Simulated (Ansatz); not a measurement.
# CuO (P6_3mc) in Ansatz: further runs, part 2 of 2

Ansatz 0.2.0. Earlier steps stand in the parts before.

**5. Band structure, PBE+U**

Input file input.yaml:

```yaml
crystal:
  lattice:
    - [3.28802443, 0.0, 0.0]
    - [-1.64401221, 2.84751268, 0.0]
    - [0.0, 0.0, 5.38502486]
  atoms:
    - { symbol: Cu, position: [0.6666666667, 0.3333333333, 0.0] }
    - { symbol: Cu, position: [0.3333333333, 0.6666666667, 0.5] }
    - { symbol: O, position: [0.6666666667, 0.3333333333, 0.6252] }
    - { symbol: O, position: [0.3333333333, 0.6666666667, 0.1252] }
hamiltonian:
  xc: pbe
  pseudopotentials: { kind: paw }
  hubbard: { sites: [{ species: Cu, l: d, u_eff: 5.3 }] }
kpoints:
  mp_grid: { grid: [9, 9, 5] }
  band_path:
    path:
      - [[0.0, 0.0, 0.0], [0.5, 0.0, 0.0], [0.3333333333, 0.3333333333, 0.0], [0.0, 0.0, 0.0], [0.0, 0.0, 0.5], [0.5, 0.0, 0.5], [0.3333333333, 0.3333333333, 0.5], [0.0, 0.0, 0.5]]
      - [[0.5, 0.0, 0.5], [0.5, 0.0, 0.0]]
      - [[0.3333333333, 0.3333333333, 0.0], [0.3333333333, 0.3333333333, 0.5]]
    npoints: 14
scf:
  occupations: { method: fermi_dirac, width: 0.05 }
  n_extra_bands: 10
output:
  forces: true
  stress: true
  eigenvalues: true
  fatbands: false
```

Potentials or basis: Ansatz PAW.

The run is started by

```console
ansatz run input.yaml --threads 2 --pin off --max-ram 5632MiB --backend cpu --events-out ev --progress --plain --runs-dir out
```

Output:

```text
Warning: RAYON_NUM_THREADS=2 ignored (pool sized by the plan → 2); use --threads N
Cu: projections on atomic orbitals take those of the free atom [Ne] 3s2 3p6 3d10 4s1, of charge +0.00 (hamiltonian.pseudopotentials.projection_atoms); the dataset's partial waves leave at most 2.0e-6 of an orbital's norm unspanned inside its sphere
O: projections on atomic orbitals take those of the free atom [He] 2s2 2p4, of charge +0.00 (hamiltonian.pseudopotentials.projection_atoms); the dataset's partial waves leave at most 1.9e-8 of an orbital's norm unspanned inside its sphere
scf.n_extra_bands = 10 over 25 filled bands (N_el = 50.0): the run solves 35 bands
Engine: ansatz 0.2.0, aarch64-unknown-linux-gnu
Pseudopotentials: kind: paw
Pseudopotential: Cu, paw, valence charge 19, recommended cutoff 420 eV (normal), Cu.paw.azcp
Pseudopotential: O, paw, valence charge 6, recommended cutoff 420 eV (normal), O.paw.azcp
Functional definition: PBE
  parameter kappa = 0.804
  parameter beta = 0.06672455060314922
  exchange = pbe_x(kappa = kappa, mu = beta*pi^2/3)
  correlation = pbe_c(beta = beta)
Crystal: 4 atoms, lattice volume = 50.418 Å³
Basis set: ecut = 420 eV, 989 PW (Γ), exchange–correlation on 48×48×72 points (8 copies of the dense FFT grid, shifted against one another)
Bands: 35, of which v1, the nominal top of the filled ones, is band 25 counted from 1 (24 counted from 0)
Symmetry: 12 space group operations
Space group: P63mc (ITA 186), of the structure as read, at distance tolerance 3.7e-5 Å
k-points: 36 of 405 (time reversal used)
Non-local potential: Cu, projectors of the file, l = 0: 3, l = 1: 2, l = 2: 3, l = 3: 1
Non-local potential: O, projectors of the file, l = 0: 2, l = 1: 2, l = 2: 1
PAW form: soft (Blöchl's): semilocal exchange-correlation on the pseudo side does not see the compensation charge
PAW one-centre angular grid: Cu, 590 points (default); XC on 64 Gauss nodes
PAW one-centre angular grid: O, 110 points (default); XC on 64 Gauss nodes
Initial density: superposition of atomic densities (chi_scale 0.1, normalization cell, long waves of neutral atoms under a Hubbard term (reshape's long-wave potential 0.00 eV rms, cloud 1.98 Å wide))
Initial wavefunctions: pseudopotential atomic-orbital guess
Functional: x = pbe(κ = 0.804, μ = 0.2195149727645171), c = pbe(β = 0.06672455060314922)
SCF iter   1: F=—  HF=-14379.604038 eV  |F-HF|=—  |Δ(HF+E_count)|=         —  Δρ=9.51e-2  dr2=3.44e0  ethr=3.10e-3  ⟨swp⟩=5.0  Hψ=4628  notcnv=0  defer=8
preconditioner: auto → LDOS  [metal: Δε(μ)=0.018 eV  Ē_g=15.586 eV  σ=0.050 eV  W_gap=0.09  n_scr=22 (ndim 8)  ℏωp=30.5 eV  f_vac=0.056  D(μ)=5.20/eV (n_scr^D=66)  β→1.0]
SCF iter   2: F=—  HF=-14381.210821 eV  |F-HF|=—  |Δ(HF+E_count)|=    1.61e0  Δρ=1.76e-1  dr2=7.73e0  ethr=3.10e-3  ⟨swp⟩=3.1  Hψ=2935  notcnv=0  defer=104  recentre
SCF iter   3: F=—  HF=-14379.282045 eV  |F-HF|=—  |Δ(HF+E_count)|=    1.93e0  Δρ=4.60e-2  dr2=7.42e-1  ethr=3.10e-3  ⟨swp⟩=2.5  Hψ=2774  notcnv=0  defer=98
SCF iter   4: F=—  HF=-14379.252550 eV  |F-HF|=—  |Δ(HF+E_count)|=   2.95e-2  Δρ=2.58e-2  dr2=1.27e-1  ethr=1.48e-3  ⟨swp⟩=2.0  Hψ=1786  notcnv=0  defer=102
SCF iter   5: F=—  HF=-14379.271869 eV  |F-HF|=—  |Δ(HF+E_count)|=   1.93e-2  Δρ=1.04e-2  dr2=1.79e-2  ethr=2.54e-4  ⟨swp⟩=2.1  Hψ=1908  notcnv=0  defer=102
SCF iter   6: F=—  HF=-14379.280117 eV  |F-HF|=—  |Δ(HF+E_count)|=   8.25e-3  Δρ=4.29e-3  dr2=3.16e-3  ethr=3.58e-5  ⟨swp⟩=2.0  Hψ=1948  notcnv=0  defer=102
SCF iter   7: F=—  HF=-14379.281989 eV  |F-HF|=—  |Δ(HF+E_count)|=   1.87e-3  Δρ=1.15e-3  dr2=2.91e-4  ethr=6.33e-6  ⟨swp⟩=2.1  Hψ=1924  notcnv=0  defer=102
SCF iter   8: F=—  HF=-14379.282161 eV  |F-HF|=—  |Δ(HF+E_count)|=   1.73e-4  Δρ=6.67e-4  dr2=1.26e-4  ethr=5.83e-7  ⟨swp⟩=1.0  Hψ=1158  notcnv=0  defer=102
SCF iter   9: F=—  HF=-14379.282151 eV  |F-HF|=—  |Δ(HF+E_count)|=   1.03e-5  Δρ=2.18e-4  dr2=9.41e-6  ethr=2.53e-7  ⟨swp⟩=1.1  Hψ=1238  notcnv=0  defer=102
SCF iter  10: F=—  HF=-14379.282176 eV  |F-HF|=—  |Δ(HF+E_count)|=   2.46e-5  Δρ=7.36e-5  dr2=1.33e-6  ethr=1.88e-8  ⟨swp⟩=2.3  Hψ=1694  notcnv=0  defer=102
SCF iter  11: F=—  HF=-14379.282176 eV  |F-HF|=—  |Δ(HF+E_count)|=   3.90e-7  Δρ=4.47e-5  dr2=5.99e-7  ethr=2.66e-9  ⟨swp⟩=1.2  Hψ=1266  notcnv=0  defer=102
SCF iter  12: F=—  HF=-14379.282176 eV  |F-HF|=—  |Δ(HF+E_count)|=   1.46e-7  Δρ=2.74e-5  dr2=2.16e-7  ethr=1.20e-9  ⟨swp⟩=1.5  Hψ=1481  notcnv=0  defer=102
SCF iter  13: F=-14379.282176 eV  HF=-14379.282176 eV  |F-HF|=2.06e-8  |Δ(HF+E_count)|=   7.50e-8  Δρ=1.40e-5  dr2=3.68e-8  ethr=2.00e-10  ⟨swp⟩=8.5  Hψ=5360  notcnv=0
SCF 1 converged in 13 iterations: F = -14379.282176 eV  dr2 = 3.68e-8
NSCF: frozen V_eff on 129 k-points
SCF converged after 13 iterations
Free energy (F): -14379.282176 eV
Harris-Foulkes:  -14379.282176 eV  (|F-HF|=2.06e-8)
Internal energy: -14379.238017 eV  (E = F + TS)
E sigma→0 (E₀):  -14379.260096 eV
Entropy (-TS):   -0.044159 eV (-11.040 meV/atom)
Fermi energy:    7.416268 eV
--- Per-component energies (eV) ---
  E_band       = -1034.697022
  E_kinetic    = 937.833823
  E_local      = -10684.635513  (includes V_loc(G=0)·N_el)
  E_nonlocal   = 894.220168
  E_hartree    = 4635.043079
  E_xc         = -319.641152
  E_vxc        = -409.948836  (∫ρ·V_xc dr)
  E_hubbard    = 2.152172  (on-site DFT+U / exact-exchange correction)
  E_vhub       = -46.405491  (the Hubbard potential's part of the band-sum identity)
  E_paw        = -3652.972392  (= ΣΔE_a)
  E_vpaw       = -995.867566  (= ΣTr[D̂ρ^β])
  E_aug_tail   = 0.005500  (compensation charges beyond the density's cutoff)
  E_ewald      = -6191.243701
  E_smearing   = -0.044159  (= −TS)
  E_closure    = -0.000000  (closes the sum)
  Σ components = -14379.282176   (vs F -14379.282176, Δ=0.00e0)
--- Forces (eV/Å), atoms counted from 1 ---
  atom   1  Cu    -0.00000000    -0.00000000    -0.06835071
  atom   2  Cu     0.00000000     0.00000000    -0.06835071
  atom   3  O     -0.00000000     0.00000000     0.06837258
  atom   4  O      0.00000000     0.00000000     0.06837258
  max |Σ_I F_I| component: 4.37e-5 eV/Å
--- Stress (GPa, compression-positive) ---
       -6.818635       0.000000      -0.000000
        0.000000      -6.818635      -0.000000
       -0.000000      -0.000000      -4.879964
  P = ⅓ Tr σ = -6.1724 GPa (-61.724 kbar)
--- Band table (eV; the first three rows and the last of 36) ---
  k-point 0: bands = ["-102.7700", "-102.7694", "-60.1807", "-60.1807", "-60.1800", "-60.1800", "-60.1442", "-60.1397", "-10.2898", "-9.8425", "2.6750", "2.8584", "2.8812", "2.8812", "3.0818", "3.0818", "4.4495", "4.4495", "4.8008", "4.8008", "5.2210", "7.4638", "7.4638", "8.1217", "8.2442", "8.2442", "9.2356", "13.9819", "15.9105", "21.8627", "21.8627", "22.4121", "22.9119", "22.9119", "25.0631"]
  k-point 1: bands = ["-102.7699", "-102.7694", "-60.1807", "-60.1807", "-60.1801", "-60.1801", "-60.1438", "-60.1402", "-10.2460", "-9.8842", "2.5927", "2.7694", "2.8903", "2.8903", "3.0517", "3.0517", "4.4920", "4.4920", "4.7777", "4.7777", "5.5382", "7.5388", "7.5388", "7.6938", "8.1710", "8.1710", "9.8438", "13.3528", "16.5347", "21.2561", "21.8657", "21.8657", "22.6805", "22.6805", "25.5156"]
  k-point 2: bands = ["-102.7696", "-102.7695", "-60.1805", "-60.1805", "-60.1803", "-60.1803", "-60.1427", "-60.1413", "-10.1323", "-9.9941", "2.5181", "2.5985", "2.9240", "2.9240", "2.9853", "2.9853", "4.5950", "4.5950", "4.7050", "4.7050", "6.2392", "7.0014", "7.7359", "7.7359", "7.9776", "7.9776", "10.9608", "12.1972", "17.7765", "19.3931", "21.9616", "21.9616", "22.2562", "22.2562", "26.2340"]
  k-point 35: bands = ["-102.7693", "-102.7693", "-60.1833", "-60.1833", "-60.1831", "-60.1827", "-60.1416", "-60.1416", "-9.7342", "-9.7342", "2.6869", "2.6869", "2.7788", "2.9710", "3.7248", "3.7248", "4.5418", "4.5907", "5.1132", "5.1132", "5.4515", "5.4515", "5.8255", "6.2799", "6.9381", "6.9381", "16.2637", "16.2962", "16.4789", "16.4789", "17.3343", "17.3343", "22.8720", "24.2749", "24.2749"]
Occupation matrices written to <dir>
```

Wall time 8 s (2 threads of Arm Neoverse V2, shared host); peak memory 0.42 GiB.

Results:

```
Free energy            : -14379.2822 eV
Pressure               : -6.2 GPa
Largest force          : 0.068 eV/Å
Band gap on the k mesh : none (metal or under the smearing width)
```

Forces on the atoms (eV/Å):
```
Cu   0.000  0.000 -0.068
Cu   0.000  0.000 -0.068
O    0.000  0.000  0.068
O    0.000  0.000  0.068
```

Levels at the corners of the path, in eV from the Fermi level:
```tsv
point	band 22	band 23	band 24	band 25	band 26	band 27	band 28	band 29	band 30	band 31
Γ	0.05	0.05	0.71	0.83	0.83	1.82	6.57	8.49	14.45	14.45
M	-1.96	-1.58	-1.23	-0.23	0.04	6.81	7.69	8.73	9.94	11.32
K	-1.76	-1.76	-0.78	-0.78	-0.67	8.62	8.62	8.84	8.97	11.70
Γ	0.05	0.05	0.71	0.83	0.83	1.82	6.57	8.49	14.45	14.45
A	-0.79	0.44	0.44	0.44	0.44	4.16	4.16	11.12	11.12	14.67
L	-2.14	-0.52	-0.52	-0.49	-0.49	6.94	6.94	9.06	9.06	12.74
H	-2.02	-1.36	-1.36	-0.45	-0.45	8.86	8.86	9.24	9.24	9.63
A	-0.79	0.44	0.44	0.44	0.44	4.16	4.16	11.12	11.12	14.67
L	-2.14	-0.52	-0.52	-0.49	-0.49	6.94	6.94	9.06	9.06	12.74
M	-1.96	-1.58	-1.23	-0.23	0.04	6.81	7.69	8.73	9.94	11.32
K	-1.76	-1.76	-0.78	-0.78	-0.67	8.62	8.62	8.84	8.97	11.70
H	-2.02	-1.36	-1.36	-0.45	-0.45	8.86	8.86	9.24	9.24	9.63
```

Eigenvalues of the final occupation matrices:
```
  site  spin  trace               eigenvalues
site 1     1   4.78  0.93 0.93 0.94 0.99 0.99
site 2     1   4.78  0.93 0.93 0.94 0.99 0.99
```

Caveat: the pressure holds a Pulay correction of +0.6 GPa for the finite cutoff; the run has no spin polarisation, though such a crystal can be magnetic; U without spin polarisation on a metal has little footing.

**6. Summary**

```csv
level,U,cutoff (eV),hubbard projectors,double counting,gap on the mesh (eV),pressure (GPa),largest force (eV/Å)
RPBE,-,420,-,-,none,-4.7,0.08
r2SCAN+U,Cu d U = 5.3 eV,500,ortho-atomic (the default),fll (the default),none,-11.6,0.05
PBE,-,420,-,-,none,-9.1,0.07
PBE+U,Cu d U = 5.3 eV,420,ortho-atomic (the default),fll (the default),none,-6.2,0.07
```

Alike in all rows: task band structure; potentials or basis Ansatz PAW; no spin polarisation; cell as given; k mesh 9 × 9 × 5; smearing fermi-dirac 0.05 eV.

Every run on the cell as given and a fine mesh finds a metal. The pressure there spans -11.6 GPa (r2SCAN+U) to -4.7 GPa (RPBE); a positive pressure means that this level wants a larger cell, a negative one a smaller.

Caveats: the run has no spin polarisation, though such a crystal can be magnetic; semilocal functionals often make such compounds metallic where correlation or magnetic order opens a gap, which also shifts bond lengths (some runs); the PAW data sets come from PBE, with cores solved anew for the run's functional, which leaves a small shift of forces and pressure (some runs); U without spin polarisation on a metal has little footing (some runs).

Total energies depend on the potentials used, so only differences within one code and one set of settings carry meaning.
